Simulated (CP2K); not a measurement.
PbSe (Clausthalite) under changes of volume

One of the cells (28.671 Å³/atom); the others are scaled copies at fixed shape and fractional positions:

```xyz
2
Lattice="4.3284 0.0000 0.0000 2.1642 3.7485 0.0000 2.1642 1.2495 3.5341" Properties=species:S:1:pos:R:3 pbc="T T T"
Pb    0.0000    0.0000    0.0000
Se    4.3284    2.4990    1.7671
```

| Quantity | Value |
| --- | --- |
| Program | CP2K 2026.2 |
| Functional | LDA |
| Potentials or basis | GTH_POTENTIALS Pb GTH-PADE-q4, Se GTH-PADE-q6; TZVP-MOLOPT-PBE-GTH basis |
| Density cutoff | 6123 eV |
| k mesh | 8 × 8 × 8 |
| Occupations | fermi-dirac, width 0.05 eV |
| Spin | no spin polarisation |

```csv
volume (Å³/atom),energy over the lowest point (meV/atom),pressure (GPa),gap on the mesh (eV)
26.951,0.00,0.2,0.05
27.524,1.23,-0.9,0.02
28.097,6.33,-1.9,0.09
28.671,14.92,-2.9,0.16
29.244,26.68,-3.7,0.22
29.818,?,?,?
30.391,58.41,-5.1,0.32
```

Problem. What does the run at 29.818 Å³/atom give?

Solution. Energy over the lowest point 41.27 meV/atom; pressure -4.5 GPa; gap on the mesh 0.27 eV.

Worked out: A Birch-Murnaghan fit of order 3 (a polynomial in V^(-2/3)) to the other rows has its minimum at 27.06 Å³/atom with B0 = V·E''(V) = 56 GPa and B' = 3.9. It gives 41.27 meV/atom at 29.818 Å³/atom, against the run's 41.27, and -dE/dV = -4.4 GPa, against -4.5.

Energies are extrapolated to zero smearing.

Caveats: spin-orbit coupling is left out, which as a rule narrows the gap of such compounds by several tenths of an eV; the basis of atomic orbitals isn't converged, which shifts pressures, moduli and gaps.

A mesh can miss the band edges.
